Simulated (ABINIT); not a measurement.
## ZnS: equation of state with PBE

**What was measured.**

From “Electronic, vibrational, and thermodynamic properties of ZnS (zincblende and rocksalt structure)”, 2009, arxiv:0911.5022, for a bulk crystal of ZnS: bulk modulus 76.9 GPa.

ZnS:

```
Zn S
1.0
     0.00000    2.70200    2.70200
     2.70200    0.00000    2.70200
     2.70200    2.70200    0.00000
Zn S
1 1
Direct
  0.75000 0.75000 0.75000
  0.00000 0.00000 0.00000
```

* Program: ABINIT 10.8.3 (patched build)
* Task: equation of state
* Functional: PBE
* Potentials or basis: JTH PAW PBE v2.0
* Cutoff: 599 eV
* k mesh: 9 × 9 × 9
* Occupations: fermi-dirac, width 0.05 eV
* Spin: no spin polarisation

```json
{
  "Equilibrium volume": "20.15 Å³/atom",
  "Bulk modulus": "70 GPa",
  "Pressure derivative of the bulk modulus": "4.4"
}
```

Energy against volume, from the lowest point:
| volume (Å³/atom) | energy (meV/atom) |
| --- | --- |
| 18.543 | 32.40 |
| 18.938 | 17.73 |
| 19.332 | 7.74 |
| 19.727 | 1.98 |
| 20.121 | 0.00 |
| 20.516 | 1.43 |
| 20.910 | 5.92 |

Wall time 6 min on 1 thread of Intel(R) Xeon(R) Platinum 8259CL CPU @ 2.50GHz (Skylake/Cascade Lake), on a shared host, peak memory 0.15 GiB.

A measured bulk modulus of ZnS is 76.9 GPa (quoted in “Electronic, vibrational, and thermodynamic properties of ZnS (zincblende and rocksalt structure)”, 2009, arxiv:0911.5022); the calculated 70 GPa misses it by -8.8 %. The fit is for a static lattice scaled at fixed shape and fixed fractional positions.

Caveat: pressures at fixed basis lie under the slope of the energies. PBE usually gives volumes a little too large and moduli too small.
